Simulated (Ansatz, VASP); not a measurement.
**One calculation of Cr, two programs**

```xyz
1
Lattice="-1.4077 1.4077 1.4077 1.4077 -1.4077 1.4077 1.4077 1.4077 -1.4077" Properties=species:S:1:pos:R:3 pbc="T T T"
Cr    0.0000    0.0000    0.0000
```

Alike in both runs: functional PBEsol; k mesh 10 × 10 × 10; occupations gaussian, width 0.1 eV; no spin polarisation.

Ansatz relaxed the structure, and its values are those at the end. VASP's run is a single point on that final structure, the one shown.

|  | VASP | Ansatz |
| --- | --- | --- |
| version | VASP 6.6.1 | Ansatz 0.2.0 |
| potentials or method | VASP PAW PBE potentials, release 64 (Cr_pv) | scalar-relativistic, plane waves, PAW |
| plane-wave cutoff (eV) | 520 | 420 |
| valence electrons in the cell | 12 | 14 |

|  | VASP | Ansatz | Ansatz less VASP |
| --- | --- | --- | --- |
| gap on the k mesh at the Fermi level (eV) | none | none | - |
| pressure (GPa) | -0.4 | 0.2 | +0.62 |

A gap of «none» marks a metal or a gap that the smearing closes. The two sets of potentials don't hold the same shells in valence.

Caveats: the PAW data sets were made with another functional, which shifts forces and pressure a little (VASP); the run has no spin polarisation, though such a crystal can be magnetic. Spin polarisation is off, so any magnetic state and its effect on volume and gap are missing.
